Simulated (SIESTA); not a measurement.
CdGeAs2:

```
Cd As Ge
1.0
    -2.98887    2.98887    5.66430
     2.98887   -2.98887    5.66430
     2.98887    2.98887   -5.66430
Cd As Ge
2 4 2
Direct
  0.50000 0.50000 0.00000
  0.25000 0.75000 0.50000
  0.09622 0.12500 0.47122
  0.37500 0.90378 0.02878
  0.65378 0.62500 0.52878
  0.87500 0.34622 0.97122
  0.75000 0.25000 0.50000
  0.00000 0.00000 0.00000
```

The cell is a database's computed one.

```yaml
Program: SIESTA 5.4.2
Task: single point
Functional: PBE
Potentials_or_basis: PseudoDojo 0.4 standard (PBE files)
Basis: DZP (energy shift 0.003 Ry; two zetas on semicore shells)
Grid_cutoff: 800 Ry
Energy_shift: 0.003 Ry
k_mesh: 6 × 6 × 6
Occupations: fermi-dirac, width 0.05 eV
Spin: no spin polarisation
```

On this cell: pressure 2.9 GPa; largest force 0.389 eV/Å; band gap on the k mesh 0.20 eV, indirect (least direct gap 0.22 eV).

The same run follows on a disturbed copy (atoms moved at random, drawn with an rms of 0.05 Å):

```
Cd As Ge
1.0
    -2.98887    2.98887    5.66430
     2.98887   -2.98887    5.66430
     2.98887    2.98887   -5.66430
Cd As Ge
2 4 2
Direct
  0.50381 0.50861 0.00715
  0.25472 0.74292 0.50274
  0.09201 0.12039 0.46123
  0.36835 0.90218 0.02233
  0.65397 0.63062 0.53599
  0.87813 0.34552 0.96568
  0.74667 0.24984 0.50050
  0.00005 0.00316 0.00042
```

**Question.** What changes?

**Answer.** The energy moves by +11.7 meV/atom; pressure 3.0 GPa; largest force 0.906 eV/Å; band gap on the k mesh 0.17 eV, indirect (least direct gap 0.19 eV).

Forces in eV/Å, atoms in the order of the input:
```
Cd  -0.284  0.038 -0.245
Cd   0.188 -0.380  0.203
As   0.372  0.776 -0.177
As  -0.189  0.237  0.106
As  -0.414 -0.359  0.136
As   0.773  0.114 -0.459
Ge  -0.411 -0.283  0.519
Ge  -0.036 -0.142 -0.084
```

Stress tensor (GPa, compression positive):
```
 3.05  0.35 -0.65
 0.35  3.09 -0.41
-0.65 -0.41  2.91
```

Caveats: the basis of atomic orbitals isn't converged, which shifts pressures, moduli and gaps.

A k mesh can miss the band edges.
